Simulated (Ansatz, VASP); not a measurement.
## ZrSiO4 (Zircon) in VASP and in Ansatz

Contents of INCAR:

```
PREC = Accurate
ENCUT = 520
EDIFF = 1E-7
ISMEAR = -1
SIGMA = 0.05
LREAL = False
LASPH = True
NELM = 100
ALGO = Normal
ISIF = 2
LWAVE = False
LCHARG = False
GGA = PE
NBANDS = 52
```

Contents of KPOINTS:

```
regular mesh
0
Gamma
  6 6 6
```

POSCAR

```
ZrSiO4
1.0
   -3.3253781210      3.3253781210      3.0108085243
    3.3253781210     -3.3253781210      3.0108085243
    3.3253781210      3.3253781210     -3.0108085243
Zr Si O
2 2 8
Direct
    0.0000000000      0.0000000000      0.0000000000
    0.7500000000      0.2500000000      0.5000000000
    0.5000000000      0.5000000000      0.0000000000
    0.2500000000      0.7500000000      0.5000000000
    0.6797000000      0.4958000000      0.8161000000
    0.2458000000      0.9297000000      0.3161000000
    0.6797000000      0.8636000000      0.1839000000
    0.6136000000      0.9297000000      0.6839000000
    0.0703000000      0.3864000000      0.3161000000
    0.5042000000      0.3203000000      0.1839000000
    0.0703000000      0.7542000000      0.6839000000
    0.1364000000      0.3203000000      0.8161000000
```

File input.yaml:

```yaml
crystal:
  lattice:
    - [-3.325378121, 3.325378121, 3.0108085243]
    - [3.325378121, -3.325378121, 3.0108085243]
    - [3.325378121, 3.325378121, -3.0108085243]
  atoms:
    - { symbol: Zr, position: [0.0, 0.0, 0.0] }
    - { symbol: Zr, position: [0.75, 0.25, 0.5] }
    - { symbol: Si, position: [0.5, 0.5, 0.0] }
    - { symbol: Si, position: [0.25, 0.75, 0.5] }
    - { symbol: O, position: [0.6797, 0.4958, 0.8161] }
    - { symbol: O, position: [0.2458, 0.9297, 0.3161] }
    - { symbol: O, position: [0.6797, 0.8636, 0.1839] }
    - { symbol: O, position: [0.6136, 0.9297, 0.6839] }
    - { symbol: O, position: [0.0703, 0.3864, 0.3161] }
    - { symbol: O, position: [0.5042, 0.3203, 0.1839] }
    - { symbol: O, position: [0.0703, 0.7542, 0.6839] }
    - { symbol: O, position: [0.1364, 0.3203, 0.8161] }
hamiltonian:
  xc: pbe
  pseudopotentials: { kind: paw }
kpoints:
  mp_grid: { grid: [6, 6, 6] }
scf:
  occupations: { method: fermi_dirac, width: 0.05 }
output:
  forces: true
  stress: true
  eigenvalues: true
```

Change from the starting cell: volume scaled by 1.02.

Alike in both runs: task single point; functional PBE; k mesh 6 × 6 × 6; occupations fermi-dirac, width 0.05 eV; no spin polarisation.

|  | VASP | Ansatz |
| --- | --- | --- |
| version | VASP 6.6.1 | Ansatz 0.2.0 |
| potentials or method | VASP PAW PBE potentials, release 64 (Zr_sv, Si, O) | Ansatz PAW |
| plane-wave cutoff (eV) | 520 | 420 |
| valence electrons in the cell | 80 | 80 |

|  | VASP | Ansatz | Ansatz less VASP |
| --- | --- | --- | --- |
| gap on the k mesh at the Fermi level (eV) | 4.64 | 4.64 | +0.001 |
| least direct gap on the mesh (eV) | 4.86 | 4.85 | -0.004 |
| pressure (GPa) | 2.2 | 1.9 | -0.32 |
| largest component of the traceless stress (GPa) | 0.09 | 0.30 | +0.215 |
| rms of the force components (eV/Å) | 0.090 | 0.071 | -0.0193 |

Atom by atom the forces differ by 0.020 eV/Å (rms over components).

Caveats: the pressure holds a Pulay correction of +0.7 GPa for the finite cutoff (Ansatz). A k mesh can miss the band edges.
